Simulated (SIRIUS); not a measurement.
Runs of SIRIUS 7.12.0 on ZrS2. Symmetry: P-3m1, No. 164, trigonal system. Conventional cell: a = 3.691 Å, b = 3.691 Å, c = 6.041 Å, α = 90.00°, β = 90.00°, γ = 120.00°. Zr (site symmetry -3m) has 6 S at 2.57 Å as nearest neighbours. Around S (site symmetry 3m) lie 3 Zr at 2.57 Å. The cell is a database's computed one.

```csv
task,level,potentials or basis,spin,cutoff (eV),smearing,muffin tin radii,basis cutoff (gk_cutoff),valence relativity,core states,local orbitals (radial functions),gap on the mesh (eV),largest force (eV/Å)
single point,PBEsol,"all-electron FP-LAPW, apw+lo standard",off,174,fermi-dirac 0.05 eV,"S 2.22, Zr 2.46 bohr",3.58 1/bohr,iora,"S 1s, Zr 1s2s2p3s3p","S 12, Zr 14",0.98,0.15
band structure,PBE,"all-electron FP-LAPW (no relativity for the valence, core without relativity), apw+lo standard",off,168,fermi-dirac 0.05 eV,"S 2.26, Zr 2.51 bohr",3.51 1/bohr,none,"S 1s, Zr 1s2s2p3s3p3d","S 12, Zr 13",(a),0.08
single point,SOGGA,"all-electron FP-LAPW, apw+lo standard","collinear, ferromagnetic start",168,methfessel-paxton 0.05 eV,"S 2.26, Zr 2.51 bohr",3.51 1/bohr,iora,"S 1s, Zr 1s2s2p3s3p3d","S 12, Zr 13",0.98,0.15
band structure,PBE,"all-electron FP-LAPW (ZORA valence), apw+lo standard",off,168,fermi-dirac 0.05 eV,"S 2.26, Zr 2.51 bohr",3.51 1/bohr,zora,"S 1s, Zr 1s2s2p3s3p3d","S 12, Zr 13",1.05,0.04
```

Alike in all rows: cell as given; k mesh 8 × 8 × 5.

Question: Fill in the values left out.

Answer: (a) 0.97.

Caveats: an odd mesh through Γ misses points on the zone boundary, where band edges often lie (some runs); relativity is left out for the valence states, which matters for the heavier elements (some runs); relativity is left out for the core states (some runs).

A k mesh can miss the band edges, and the runs leave out spin-orbit coupling on Zr.

A gap of «none» marks a metal or a gap under the smearing width.

Not every run made on this cell is shown here.
